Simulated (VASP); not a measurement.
# LiH (Fm-3m) in VASP: notebook, part 2 of 2

VASP 6.6.1. Earlier steps stand in the parts before.

**4. Single point, PBEsol**

Contents of INCAR:

```
SYSTEM = LiH
PREC     = Accurate       ! precision mode
ENCUT    = 520            ! plane-wave cutoff, eV
EDIFF    = 1E-6           ! SCF threshold, eV
ISMEAR   = 0              ! smearing method
SIGMA    = 0.5            ! smearing width, eV
LREAL    = .False.        ! projectors in reciprocal space
LASPH    = .True.         ! aspherical terms in the spheres
NELM     = 80             ! most SCF steps
ALGO     = Fast           ! electronic algorithm
ISIF     = 2              ! what is computed and relaxed
LWAVE    = .False.        ! write WAVECAR
LCHARG   = .True.         ! write CHGCAR
GGA      = PS             ! functional
LELF     = .True.         ! ELF
LVHAR    = .True.
```

Contents of KPOINTS:

```
Automatic mesh
0
Gamma
  10 10 10
  0 0 0
```

Contents of POSCAR:

```
LiH
1.0
    0.0000000000      1.9866200000      1.9866200000
    1.9866200000      0.0000000000      1.9866200000
    1.9866200000      1.9866200000      0.0000000000
Li H
1 1
Direct
    0.0000000000      0.0000000000      0.0000000000
    0.5000000000      0.5000000000      0.5000000000
```

On the command line:

```sh
> cat potpaw_PBE.64/Li_sv/POTCAR potpaw_PBE.64/H/POTCAR > POTCAR
> mpirun -np 1 vasp_std > vasp.out
```

Wall time 3.4 s (1 thread of Intel Xeon 6975P-C (Granite Rapids), shared host); peak memory 0.13 GiB.

Results (log left out):

```yaml
Free_energy: -6.1203 eV
Band_gap_on_the_k_mesh: 2.72 eV, direct
```

Levels at points of the mesh, in eV from the valence-band top:
```csv
k point,band 1,band 2,band 3,band 4,band 5,band 6
"(0.00, 0.00, 0.00)",-43.68,-5.64,16.45,17.99,17.99,17.99
"(0.50, 0.00, 0.00)",-43.63,-2.78,4.77,13.80,16.53,16.53
"(0.50, 0.50, 0.00)",-43.61,0.00,2.72,10.75,10.75,13.85
```

Caveat: the cutoff is under 1.25 times the usual one of these potentials, so pressure, stress and relaxed cells hold a basis-set (Pulay) error; the PAW data sets were made with another functional, which shifts forces and pressure a little. PBEsol gaps usually lie below the measured ones, often by a third to a half.

**5. Single point, PBEsol**

INCAR, as its differences from that of step 4:

```diff
@@ -2,6 +2,6 @@
 PREC     = Accurate       ! precision mode
-ENCUT    = 520            ! plane-wave cutoff, eV
+ENCUT    = 900            ! plane-wave cutoff, eV
 EDIFF    = 1E-6           ! SCF threshold, eV
 ISMEAR   = 0              ! smearing method
-SIGMA    = 0.5            ! smearing width, eV
+SIGMA    = 0.02           ! smearing width, eV
 LREAL    = .False.        ! projectors in reciprocal space
```

KPOINTS is that of step 4.

POSCAR is that of step 4.

Potentials or basis: VASP PAW PBE potentials, release 64 (Li_sv, H_h).

On the command line:

```sh
> cat potpaw_PBE.64/Li_sv/POTCAR potpaw_PBE.64/H_h/POTCAR > POTCAR
> mpirun -np 1 vasp_std > vasp.out
```

OUTCAR:

```text
SYSTEM = LiH
   PREC = Accurate
   ENCUT = 900
   EDIFF = 1E-6
   ISMEAR = 0
   LREAL = .False.
   LASPH = .True.
   NELM = 80
   ISIF = 2
   GGA = PS

 ion  position               nearest neighbor table
   1  0.000  0.000  0.000-
   2  0.500  0.500  0.500-

  LATTYP: Found a face centered cubic cell.
 ALAT       =     3.9732400000

  Lattice vectors:

 A1 = (   0.0000000000,   1.9866200000,   1.9866200000)
 A2 = (   1.9866200000,   0.0000000000,   1.9866200000)
 A3 = (   1.9866200000,   1.9866200000,   0.0000000000)

Analysis of symmetry for initial positions (statically):
=====================================================================
 Subroutine PRICEL returns:
 Original cell was already a primitive cell.

 Routine SETGRP: Setting up the symmetry group for a
 face centered cubic supercell.

 Subroutine GETGRP returns: Found 48 space group operations
 (whereof 48 operations were pure point group operations)
 out of a pool of 48 trial point group operations.

The static configuration has the point symmetry O_h .

Analysis of symmetry for dynamics (positions and initial velocities):
=====================================================================
[... 157 lines left out ...]

  energy without entropy =       -6.06829323  energy(sigma->0) =       -6.06829323

 E-fermi :   0.4776     XC(G=0):  -8.6976

 val. band max:        0.2793266772   @ k =   0.5000   0.5000   0.0000
 cond. band min:       3.0064778241   @ k =   0.5000   0.5000   0.0000
 fundamental gap:      2.7271511469
 Fermi energy:         0.4775553725

 k-point     1 :       0.0000    0.0000    0.0000
  band No.  band energies     occupation
      1     -43.3874      2.00000
      2      -5.3747      2.00000
      3      16.7139      0.00000
      4      18.2764      0.00000
      5      18.2764      0.00000
      6      18.2764      0.00000
[... 199 lines left out ...]
 k-point    24 :       0.4000    0.3000    0.0000
  band No.  band energies     occupation
      1     -43.3296      2.00000
      2      -2.1843      2.00000
      3       6.9051      0.00000
      4      10.6679      0.00000
      5      12.0344      0.00000
      6      16.4947      0.00000

 [... further k-points ...]
[... 5 lines left out ...]
  --------------------------------------------------------------------------------------
  -------------------------------------------------------------------------------------
  Total        0.0092195      0.0092195      0.0092195     -0.0000000     -0.0000000     -0.0000000
  in kB        0.9419867      0.9419867      0.9419867     -0.0000000     -0.0000000     -0.0000000
  external PRESSURE =       0.9419867 kB  Pullay stress =       0.0000000 kB

 VOLUME and BASIS-vectors are now :
 -----------------------------------------------------------------------------
  energy-cutoff  :      900.00
  volume of cell :       15.68
      direct lattice vectors                 reciprocal lattice vectors
     0.000000000  1.986620000  1.986620000    -0.251683764  0.251683764  0.251683764
     1.986620000  0.000000000  1.986620000     0.251683764 -0.251683764  0.251683764
     1.986620000  1.986620000  0.000000000     0.251683764  0.251683764 -0.251683764

 POSITION                                       TOTAL-FORCE (eV/Angst)
 -----------------------------------------------------------------------------------
      0.00000      0.00000      0.00000        -0.000000     -0.000000     -0.000000
      1.98662      1.98662      1.98662         0.000000      0.000000      0.000000
 -----------------------------------------------------------------------------------
    total drift:                                0.000000      0.000000      0.000000

  FREE ENERGIE OF THE ION-ELECTRON SYSTEM (eV)
  ---------------------------------------------------
  free  energy   TOTEN  =        -6.0682932319 eV

  energy  without entropy=       -6.0682932319  energy(sigma->0) =       -6.06829323
```

OSZICAR:

```text
N       E                     dE             d eps       ncg     rms          rms(c)
DAV:   1     0.589667956860E+00    0.58967E+00   -0.19904E+03   570   0.891E+02
DAV:   2    -0.610308717480E+01   -0.66928E+01   -0.61865E+01   768   0.789E+01
DAV:   3    -0.628914316825E+01   -0.18606E+00   -0.18606E+00   654   0.132E+01
DAV:   4    -0.629273492246E+01   -0.35918E-02   -0.35918E-02   780   0.155E+00
DAV:   5    -0.629274761218E+01   -0.12690E-04   -0.12690E-04   672   0.950E-02    0.272E+00
RMM:   6    -0.612381968679E+01    0.16893E+00   -0.37007E-02   708   0.122E+00    0.140E+00
RMM:   7    -0.606619356979E+01    0.57626E-01   -0.70005E-02   829   0.184E+00    0.198E-01
RMM:   8    -0.606767641563E+01   -0.14828E-02   -0.68022E-03   814   0.809E-01    0.474E-02
RMM:   9    -0.606804758807E+01   -0.37117E-03   -0.30630E-03   864   0.425E-01    0.406E-02
RMM:  10    -0.606835976749E+01   -0.31218E-03   -0.15126E-03   881   0.281E-01    0.107E-01
RMM:  11    -0.606826101201E+01    0.98755E-04   -0.41814E-04   797   0.167E-01    0.296E-02
RMM:  12    -0.606828528754E+01   -0.24276E-04   -0.17937E-04   864   0.889E-02    0.323E-02
RMM:  13    -0.606829276917E+01   -0.74816E-05   -0.59796E-05   772   0.473E-02    0.390E-02
RMM:  14    -0.606829051851E+01    0.22507E-05   -0.19535E-05   716   0.292E-02    0.203E-02
RMM:  15    -0.606829178606E+01   -0.12676E-05   -0.71859E-06   682   0.194E-02    0.547E-03
RMM:  16    -0.606829285785E+01   -0.10718E-05   -0.26371E-06   546   0.117E-02    0.145E-03
RMM:  17    -0.606829323192E+01   -0.37407E-06   -0.10656E-06   479   0.727E-03
   1 F= -.60682932E+01 E0= -.60682932E+01  d E =-.734496E-47
```

stdout:

```text
POSCAR found type information on POSCAR LiH
 POSCAR found :  2 types and       2 ions
 scaLAPACK will be used
 -----------------------------------------------------------------------------
|                                                                             |
|                                                                             |
|     You enforced a specific xc type in the INCAR file but a different       |
|     I HOPE YOU KNOW WHAT YOU ARE DOING!                                     |
|                                                                             |
 -----------------------------------------------------------------------------

 LDA part: xc-table for (Slater+PW92), standard interpolation
 POSCAR, INCAR and KPOINTS ok, starting setup
 FFT: planning ... GRIDC
 FFT: planning ... GRID_SOFT
 FFT: planning ... GRID
 WAVECAR not read
 entering main loop
```

It took 6.8 s on 1 thread of Intel Xeon 6975P-C (Granite Rapids), shared host; peak memory 0.14 GiB.

What came out:

- Free energy: -6.0683 eV
- Pressure: 0.1 GPa
- Band gap on the k mesh: 2.73 eV, direct

Levels at points of the mesh, in eV from the valence-band top:
```csv
k point,band 1,band 2,band 3,band 4,band 5,band 6
"(0.00, 0.00, 0.00)",-43.67,-5.65,16.43,18.00,18.00,18.00
"(0.50, 0.00, 0.00)",-43.61,-2.78,4.75,13.80,16.54,16.54
"(0.50, 0.50, 0.00)",-43.60,0.00,2.73,10.75,10.75,13.85
```

Caveat: the PAW data sets were made with another functional, which shifts forces and pressure a little. A k mesh can miss the band edges.

**6. Single point, r2SCAN**

Contents of INCAR:

```
SYSTEM = LiH
PREC     = Accurate       ! precision mode
ENCUT    = 520            ! plane-wave cutoff, eV
EDIFF    = 1E-6           ! SCF threshold, eV
ISMEAR   = 0              ! smearing method
SIGMA    = 0.02           ! smearing width, eV
LREAL    = .False.        ! projectors in reciprocal space
LASPH    = .True.         ! aspherical terms in the spheres
NELM     = 80             ! most SCF steps
ALGO     = Normal         ! electronic algorithm
ISIF     = 2              ! what is computed and relaxed
LWAVE    = .False.        ! write WAVECAR
LCHARG   = .True.         ! write CHGCAR
METAGGA  = R2SCAN         ! meta-GGA
LMIXTAU  = .True.       
LELF     = .True.         ! ELF
LVHAR    = .True.
```

KPOINTS is that of step 5.

POSCAR is that of step 5.

Potentials or basis: VASP PAW PBE potentials, release 64 (Li_sv, H).

On the command line:

```sh
> cat potpaw_PBE.64/Li_sv/POTCAR potpaw_PBE.64/H/POTCAR > POTCAR
> mpirun -np 1 vasp_std > vasp.out
```

Run time: 8.8 s. Hardware: 1 thread of Intel Xeon 6975P-C (Granite Rapids), shared host; peak memory 0.13 GiB.

Results (log left out):

```
Free energy            : -6.8168 eV
Band gap on the k mesh : 3.57 eV, direct
```

Levels at points of the mesh, in eV from the valence-band top:
```
           k point  band 1  band 2  band 3  band 4  band 5  band 6
(0.00, 0.00, 0.00)  -45.71   -5.55   18.00   19.69   19.69   19.69
(0.50, 0.00, 0.00)  -45.66   -2.71    5.74   15.18   18.42   18.42
(0.50, 0.50, 0.00)  -45.64    0.00    3.57   11.88   11.88   15.21
```

Caveat: the cutoff is under 1.25 times the usual one of these potentials, so pressure, stress and relaxed cells hold a basis-set (Pulay) error; the PAW data sets were made with another functional, which shifts forces and pressure a little. r2SCAN opens gaps a little over a GGA but as a rule still falls short of measured ones.

**7. Overview**

| level | potentials or basis | k mesh | cutoff (eV) | smearing | further INCAR settings | gap on the mesh (eV) | pressure (GPa) |
| --- | --- | --- | --- | --- | --- | --- | --- |
| PBEsol | VASP PAW PBE potentials, release 64 (Li_sv, H) | 10 × 10 × 10 | 700 | gaussian 0.02 eV | ALGO = Fast; EDIFF = 1e-06 | 2.73 | 0.0 |
| PBEsol | VASP PAW PBE potentials, release 64 (Li_sv, H) | 16 × 16 × 16 | 520 | gaussian 0.02 eV | ALGO = Fast; EDIFF = 1e-06 | 2.72 | - |
| PBEsol | VASP PAW PBE potentials, release 64 (Li_sv, H) | 10 × 10 × 10 | 520 | gaussian 0.5 eV | ALGO = Fast; EDIFF = 1e-06 | 2.72 | - |
| PBEsol | VASP PAW PBE potentials, release 64 (Li_sv, H_h) | 10 × 10 × 10 | 900 | gaussian 0.02 eV | ALGO = Fast; EDIFF = 1e-06 | 2.73 | 0.1 |
| r2SCAN | VASP PAW PBE potentials, release 64 (Li_sv, H) | 10 × 10 × 10 | 520 | gaussian 0.02 eV | ALGO = Normal; EDIFF = 1e-06 | 3.57 | - |

Alike in all rows: task single point; no spin polarisation; cell as given.

Caveats: the PAW data sets were made with another functional, which shifts forces and pressure a little; the cutoff is under 1.25 times the usual one of these potentials, so pressure, stress and relaxed cells hold a basis-set (Pulay) error (some runs).

Total energies depend on the potentials used, so only differences within one code and one set of settings carry meaning.
